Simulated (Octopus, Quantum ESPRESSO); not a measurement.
Given: the input of a run of Quantum ESPRESSO 7.5 on AlFe. 

pw.in

```
&CONTROL
  calculation = 'scf'
  prefix = 'pwscf'
  outdir = './tmp'
  pseudo_dir = './pseudo'
  tprnfor = .true.
  tstress = .true.
  disk_io = 'low'
/
&SYSTEM
  ibrav = 0
  nat = 2
  ntyp = 2
  ecutwfc = 64
  ecutrho = 782
  nbnd = 19
  occupations = 'smearing'
  smearing = 'fd'
  degauss = 0.00367493
  nspin = 2
  starting_magnetization(1) = 0.1875
  starting_magnetization(2) = 0
/
&ELECTRONS
  conv_thr = 4d-10
  electron_maxstep = 120
  mixing_beta = 0.3
/
ATOMIC_SPECIES
Fe    55.8450 Fe.pbe-spn-kjpaw_psl.0.2.1.UPF
Al    26.9815 Al.pbe-n-kjpaw_psl.1.0.0.UPF
CELL_PARAMETERS angstrom
   2.9100000000    0.0000000000    0.0000000000
   0.0000000000    2.9100000000    0.0000000000
   0.0000000000    0.0000000000    2.9100000000
ATOMIC_POSITIONS crystal
Fe     0.5000000000    0.5000000000    0.5000000000
Al     0.0000000000    0.0000000000    0.0000000000
K_POINTS automatic
9 9 9 0 0 0
```

File pp_density.in:

```
&INPUTPP
  prefix = 'pwscf'
  outdir = './tmp'
  filplot = 'density.dat'
  plot_num = 0
/
&PLOT
  nfile = 1
  filepp(1) = 'density.dat'
  iflag = 3
  output_format = 6
  fileout = 'density.cube'
/
```

Contents of pp_potential.in:

```
&INPUTPP
  prefix = 'pwscf'
  outdir = './tmp'
  filplot = 'potential.dat'
  plot_num = 11
/
&PLOT
  nfile = 1
  filepp(1) = 'potential.dat'
  iflag = 3
  output_format = 6
  fileout = 'potential.cube'
/
```

pp_spin.in

```
&INPUTPP
  prefix = 'pwscf'
  outdir = './tmp'
  filplot = 'spin.dat'
  plot_num = 6
/
&PLOT
  nfile = 1
  filepp(1) = 'spin.dat'
  iflag = 3
  output_format = 6
  fileout = 'spin.cube'
/
```

Potentials or basis: SSSP 1.3 efficiency PBE.

Launch:

```console
$ OMP_NUM_THREADS=1 pw.x -in pw.in > pw.out
$ OMP_NUM_THREADS=1 pp.x -in pp_density.in > pp_density.out
$ OMP_NUM_THREADS=1 pp.x -in pp_potential.in > pp_potential.out
$ OMP_NUM_THREADS=1 pp.x -in pp_spin.in > pp_spin.out
```

**Question.** What does the same run look like in Octopus 16.4? Potentials or basis there: pseudodojo_pbe (PseudoDojo 0.5, PBE).

**Answer.** As run (cutoffs and basis follow the program's own potentials, and thresholds, step limits or extra output files can differ):

File inp:

```
CalculationMode = gs
UnitsOutput = eV_Angstrom
PeriodicDimensions = 3
ExperimentalFeatures = yes
PseudopotentialSet = pseudodojo_pbe
%LatticeParameters
 1*angstrom | 1*angstrom | 1*angstrom
%
%LatticeVectors
 2.91 | 0 | 0
 0 | 2.91 | 0
 0 | 0 | 2.91
%
%ReducedCoordinates
 "Fe" | 0.5 | 0.5 | 0.5
 "Al" | 0 | 0 | 0
%
%Spacing
 0.11192308*angstrom | 0.11192308*angstrom | 0.11192308*angstrom
%
DerivativesOrder = 8
%KPointsGrid
 9 | 9 | 9
%
KPointsUseSymmetries = yes
XCFunctional = gga_x_pbe + gga_c_pbe
SpinComponents = polarized
KPointsUseTimeReversal = no
GuessMagnetDensity = user_defined
%AtomsMagnetDirection
 3.0
 0.0
%
SmearingFunction = fermi_dirac
Smearing = 0.05*eV
ExtraStates = 10
Eigensolver = chebyshev_filter
ConvRelDens = 3e-7
MaximumIter = 120
```

Potentials or basis: pseudodojo_pbe (PseudoDojo 0.5, PBE).

The run is started by

```console
$ OMP_NUM_THREADS=1 octopus > out.log
```

Both were run:

|  | Quantum ESPRESSO | Octopus |
| --- | --- | --- |
| Net moment | 0.66 μB per cell | 0.71 μB per cell |

The magnetic state is the one that the start led to; the real crystal's order can differ.
